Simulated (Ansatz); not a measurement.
Calculation log, SiC (P6_3mc) (elastic constants by finite strains)

Level of theory: PBEsol, all-electron LAPW in Ansatz 0.2.0, scalar-relativistic.

The cell comes from a PAW relaxation under the same functional.

Launched as:

```sh
ansatz run input.yaml --threads 2 --pin off --max-ram 5120MiB --backend cpu --events-out ev --progress --plain --runs-dir out
```

Input file:

```yaml
crystal:
  lattice:
    - [3.07577195844, 0.0, 0.0]
    - [-1.53788597922, 2.66369665226, 0.0]
    - [0.0, 0.0, 5.04753130514]
  atoms:
    - { symbol: Si, position: [0.333333333333, 0.666666666667, 0.004593115546] }
    - { symbol: Si, position: [0.666666666667, 0.333333333333, 0.504593115546] }
    - { symbol: C, position: [0.333333333333, 0.666666666667, 0.380406884454] }
    - { symbol: C, position: [0.666666666667, 0.333333333333, 0.880406884454] }
kpoints:
  mp_grid: { grid: [8, 8, 6] }
scf:
  occupations: { method: fixed }
hamiltonian:
  xc: pbesol
  pseudopotentials: { kind: all_electron, lapw: { basis_error: 0.001 } }
elastic:
  mode: relaxed_ion
  stencil: two_point
  amplitude: 0.003
```

Output (shortened where marked):

```
Warning: RAYON_NUM_THREADS=2 ignored (pool sized by the plan → 2); use --threads N
LAPW: plane waves up to 9.918 Å⁻¹, error target 1.0e-3 eV per atom; small_component_spin mean_spin; C in spheres of 0.851 Å, 6 of its electrons in bands, Dirac shells []; Si in spheres of 0.975 Å, 12 of its electrons in bands, ...
Engine: ansatz 0.2.0, aarch64-unknown-linux-gnu
Pseudopotentials: kind: all_electron
Pseudopotential: Si, LAPW, valence charge 12, lapw/all_electron/scalar/gaussian/Si, Koelling and Harmon's equation, gaussian nucleus
Pseudopotential: C, LAPW, valence charge 6, lapw/all_electron/scalar/gaussian/C, Koelling and Harmon's equation, gaussian nucleus
Functional definition: PBEsol
  exchange = pbesol_x
  correlation = pbesol_c
davidson cushion auto → on  (no smearing: the cushion is to keep the highest requested band from converging to the state above it; pin scf.eigensolver.cushion to override)
Crystal: 4 atoms, lattice volume = 41.354 Å³
Basis set: ecut = 374.75205614723143 eV, 699 PW (Γ), exchange–correlation at level 2
Bands: 22, of which v1, the nominal top of the filled ones, is band 18 counted from 1 (17 counted from 0)
Symmetry: 12 space group operations
Space group: P63mc (ITA 186), of the structure as read, at distance tolerance 3.5e-5 Å
k-points: 40 of 384 (time reversal used)
Non-local potential: Si, projectors of the file, none
Non-local potential: C, projectors of the file, none
Initial density: superposition of atomic densities (chi_scale 0.1, normalization cell, long waves kept (reshape's long-wave potential 0.00 eV rms))
Initial wavefunctions: plane waves of lowest kinetic energy (no species holds an atomic orbital)
Functional: x = pbesol(κ = 0.804, μ = 0.12345679012345678), c = pbesol(β = 0.046)
iter 1 solved again at ethr=2.72e-2 eV; its pass at ethr=1.00e-1 eV (dr2=9.79e0 eV) is discarded
SCF iter   1: F=—  HF=-17825.910680 eV  |F-HF|=—  |Δ(HF+E_count)|=         —  Δρ=1.41e-1  dr2=9.80e0  ethr=2.72e-2  ⟨swp⟩=2.0  Hψ=6146  notcnv=0
[... 173 lines left out ...]
    - { symbol: Si, position: [0.6666666666666667, 0.33333333333333337, 0.5045841736381722] }
    - { symbol: C, position: [0.33333333333333337, 0.6666666666666667, 0.38041582636182764] }
    - { symbol: C, position: [0.6666666666666667, 0.33333333333333337, 0.8804158263618276] }
  C = ∂σ_k/∂η_j (tension-positive GPa; Voigt order 11 22 33 23 13 12):
       502.840    110.155     57.113     -0.000      0.000      0.000
       110.155    502.840     57.113      0.000     -0.000      0.000
        57.092     57.092    543.751     -0.000      0.000     -0.000
         0.000     -0.000      0.000    150.061      0.000     -0.000
        -0.000      0.000      0.000      0.000    150.061     -0.000
        -0.000     -0.000     -0.000     -0.000     -0.000    196.342
  reference stress σ⁰ (GPa):      0.012      0.012      0.025      0.000     -0.000      0.000
  no Pulay correction (none for the plane-wave cutoff is built on LAPW): the batch's stresses and constants are at fixed plane waves
  C* (energy form; C + prestress term) asymmetry max|C*_kj − C*_jk| = 8.419e-3 GPa — a small one proves nothing (zero by symmetry where the batch's group is 432, −43m or m−3m); a large one is finite-difference/SCF noise where ...
  moduli (Voigt/Reuss/Hill, GPa): K = 222.02/221.99/222.01   G = 187.63/181.22/184.43   E = 433.30   ν = 0.175
  mechanically stable: yes (min eigenvalue of sym C = 150.06 GPa)
  where every solve meets its electron count the energy-path curvature estimates C_jj along a normal strain and C_jj − ¼(σ⁰_aa + σ⁰_bb) along a shear (ab), closely only under elastic.basis: deformed
  strain η (Voigt 11):  stress-route row diagonal C_11 = 502.84 GPa, energy-path curvature d²(F+E_count)/dδ²/Ω₀ = 502.83 GPa
         δ    σ_11 (GPa)             F (eV)   n_scf  n_hpsi   n_pw
    -3.000e-3      -1.5086      -17822.1990596       2   12680    699   relax 4 steps, max|allowed force component| 3.11e-6 eV/Å
     3.000e-3       1.5084      -17822.1990471       2   12673    699   relax 3 steps, max|allowed force component| 3.66e-7 eV/Å
  strain η (Voigt 33):  stress-route row diagonal C_33 = 543.75 GPa, energy-path curvature d²(F+E_count)/dδ²/Ω₀ = 543.77 GPa
         δ    σ_33 (GPa)             F (eV)   n_scf  n_hpsi   n_pw
    -3.000e-3      -1.6162      -17822.1990225       2    6035    699   relax 3 steps, max|allowed force component| 1.38e-6 eV/Å
     3.000e-3       1.6463      -17822.1989891       2    6038    699   relax 3 steps, max|allowed force component| 2.59e-6 eV/Å
  strain η (Voigt 23):  stress-route row diagonal C_44 = 150.06 GPa, energy-path curvature d²(F+E_count)/dδ²/Ω₀ = 150.05 GPa
         δ    σ_23 (GPa)             F (eV)   n_scf  n_hpsi   n_pw
    -3.000e-3      -0.4502      -17822.1994631       2   17204    699   relax 3 steps, max|allowed force component| 9.02e-6 eV/Å
     3.000e-3       0.4502      -17822.1994631       2   17205    699   relax 4 steps, max|allowed force component| 1.23e-6 eV/Å
```

The calculation finished and met its thresholds.

**Strained cells**

Elastic constants of a crystal by Kohn-Sham DFT: slopes of the stress over finite engineering strains of the given cell, Voigt indices, Cartesian axes as in the input; stress of each strained cell less that at rest, tension positive.

```csv
strain component,strain,stress xx (GPa),stress yy (GPa),stress zz (GPa),stress yz (GPa),stress xz (GPa),stress xy (GPa),relaxation steps
xx,-0.003,-1.52,-0.3327,-0.1723,0,0,0,4
xx,0.003,1.497,0.3283,0.1702,0,0,0,3
zz,-0.003,-0.1748,-0.1748,-1.641,0,0,0,3
zz,0.003,0.1679,0.1679,1.622,0,0,0,3
yz,-0.003,-0.0008,0.0011,-0.0009,-0.4502,0,0,3
yz,0.003,-0.0008,0.0011,-0.0009,0.4502,0,0,4
```

**Elastic constants**

* Pressure at rest: -0.016 GPa
* Least elastic eigenvalue: 150.1 GPa
* Elastically stable: yes

```tsv
index	elastic (GPa)
11	502.8
12	110.2
13	57.1
33	543.8
44	150.1
```

**Elastic moduli**

Hill averages of a grain aggregate, Debye temperature from the mean sound speed over directions.

- Bulk modulus: 222 GPa
- Shear modulus: 184.4 GPa
- Young modulus: 433.3 GPa
- Poisson ratio: 0.1747
- Bulk over shear modulus: 1.204
- Elastic anisotropy index: 0.1769
- Least young modulus: 387.7 GPa
- Largest young modulus: 533.1 GPa
- Longitudinal sound speed: 12050 m/s
- Transverse sound speed: 7568 m/s
- Elastic debye temperature: 1135 K
- Linear compressibility (x, y, z): 1.489, 1.489, 1.526 1/TPa

Keep in mind: constants at zero field, no piezoelectric stiffening.

It took 7.4 min on 2 threads of Arm Neoverse V1, on a shared host, peak memory 0.55 GiB.
